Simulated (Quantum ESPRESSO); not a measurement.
## Mo in Quantum ESPRESSO: the effect of target pressure

The system is Mo.

```
Mo
1.0
    -1.58381    1.58381    1.58381
     1.58381   -1.58381    1.58381
     1.58381    1.58381   -1.58381
Mo
1
Direct
  0.00000 0.00000 0.00000
```

Alike in all runs:

| Quantity | Value |
| --- | --- |
| Program | Quantum ESPRESSO 7.5 |
| Task | phonons |
| Functional | PBEsol |
| Potentials or basis | GBRV 1.5 PBEsol |
| Cutoff | 612 eV |
| Density cutoff | 4898 eV |
| k mesh | 12 × 12 × 12 |
| Occupations | cold, width 0.2 eV |
| Spin | no spin polarisation |

Each run relaxes the cell or the atoms first.

Task: One run gave: relaxed volume 15.28 Å³/atom; highest phonon frequency 203 cm⁻¹. Which target pressure did it use?
A. 25 GPa
B. 0 GPa
C. 10 GPa
D. 80 GPa
E. 50 GPa

Result: B.

```tsv
target pressure	relaxed volume (Å³/atom)	highest phonon frequency (cm⁻¹)
0 GPa	15.28	203
10 GPa	14.79	218
25 GPa	14.17	239
50 GPa	13.37	266
80 GPa	12.63	280
```

Caveats: the cell is more than 3 GPa from zero pressure, which shifts response properties (some runs); the volume moved by over 15 % at a fixed basis, so the end points are rough (some runs).
